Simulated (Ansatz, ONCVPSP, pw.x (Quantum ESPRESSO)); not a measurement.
## pw.x on sc Sr: one setting changed

Potential: optimised norm-conserving Vanderbilt (ONCV), ONCVPSP 4.0.1.1 (patched build), PBE; core [Ar] 3d10, reference 4s2 4p6 5s2; waves: 4s+5s: rc 2.45 bohr, ncon 4, nbas 7, qcut 5.1 1/bohr, 3 projectors, debl 2.6 Ha; 4p: rc 2.05 bohr, ncon 3, nbas 6, qcut 7.1 1/bohr, 2 projectors, debl 2.7 Ha; d scattering state at 0.28 Ha: rc 2.05 bohr, ncon 3, nbas 6, qcut 4.1 1/bohr, local; local part: the d channel; core correction: Teter function fitted to the true core (icmod 2), fcfact 0.65. In the d channel the program set the typed energies aside and used 0.050 Ha.

The reference run (k-mesh 9³, cutoffs 50/200 Ry, Fermi–Dirac 0.01 Ry, mixing_beta 0.4, conv_thr 1e-9, no spin) gives 0.01 GPa at 58.379 Å³/atom, where all-electron LAPW gives -0.03 GPa. This run, with its own iteration cap, changes k-mesh points per axis to 3.

```
&control
  calculation='scf', prefix='x', pseudo_dir='./', outdir='./tmp', tstress=.true., disk_io='none'
/
&system
  ibrav=0, nat=1, ntyp=1, ecutwfc=50, ecutrho=200, nbnd=12,
  occupations='smearing', smearing='fd', degauss=0.01
/
&electrons
  conv_thr=1e-09, mixing_beta=0.4, electron_maxstep=50
/
ATOMIC_SPECIES
Sr 1.0 Sr.UPF
CELL_PARAMETERS angstrom
  3.87928973 0.00000000 0.00000000
  0.00000000 3.87928973 0.00000000
  0.00000000 0.00000000 3.87928973
ATOMIC_POSITIONS crystal
Sr 0.0000 0.0000 0.0000
K_POINTS automatic
3 3 3 0 0 0
```

```bash
pw.x < Sr.scf.in > Sr.scf.out
```

**Question.** How does the run end?

**Answer.** It converges in 7 iterations; the free energy moves by -74.0 meV/atom and the pressure by +0.16 GPa.

```
Message from routine setup:
     using ibrav=0 with symmetry is DISCOURAGED, use correct ibrav instead
     lattice parameter (alat)  =       7.3308  a.u.
     unit-cell volume          =     393.9610 (a.u.)^3
     number of electrons       =        10.00
     number of Kohn-Sham states=           12
     kinetic-energy cutoff     =      50.0000  Ry
     charge density cutoff     =     200.0000  Ry
     scf convergence threshold =      1.0E-09
     Exchange-correlation= PBE
     number of k points=     4  Fermi-Dirac smearing, width (Ry)=  0.0100
     iteration #  1     ecut=    50.00 Ry     beta= 0.40
     total energy              =     -77.74912695 Ry
     estimated scf accuracy    <       0.00351797 Ry
     iteration #  2     ecut=    50.00 Ry     beta= 0.40
     total energy              =     -77.74921773 Ry
     estimated scf accuracy    <       0.00110670 Ry
     iteration #  3     ecut=    50.00 Ry     beta= 0.40
     total energy              =     -77.74926274 Ry
     estimated scf accuracy    <       0.00003071 Ry
     iteration #  4     ecut=    50.00 Ry     beta= 0.40
     total energy              =     -77.74926750 Ry
     estimated scf accuracy    <       0.00000100 Ry
     iteration #  5     ecut=    50.00 Ry     beta= 0.40
     total energy              =     -77.74926758 Ry
     estimated scf accuracy    <       0.00000018 Ry
     iteration #  6     ecut=    50.00 Ry     beta= 0.40
     total energy              =     -77.74926759 Ry
     estimated scf accuracy    <          2.4E-09 Ry
     iteration #  7     ecut=    50.00 Ry     beta= 0.40
     the Fermi energy is     4.6245 ev
!    total energy              =     -77.74926759 Ry
     estimated scf accuracy    <          7.4E-10 Ry
     smearing contrib. (-TS)   =      -0.00358411 Ry
     The total energy is F=E-TS. E is the sum of the following terms:
     one-electron contribution =     -28.74083794 Ry
     hartree contribution      =      15.32152121 Ry
     xc contribution           =     -25.62255051 Ry
     ewald contribution        =     -38.70381624 Ry
     convergence has been achieved in   7 iterations
          total   stress  (Ry/bohr**3)                   (kbar)     P=        1.73
     Message from routine punch:
     Nothing written, as per user request (disk_io='none')
```

The run took about 1.4 s on one core of a shared host (Neoverse-V2, 192 threads, 742 GiB, load 117).
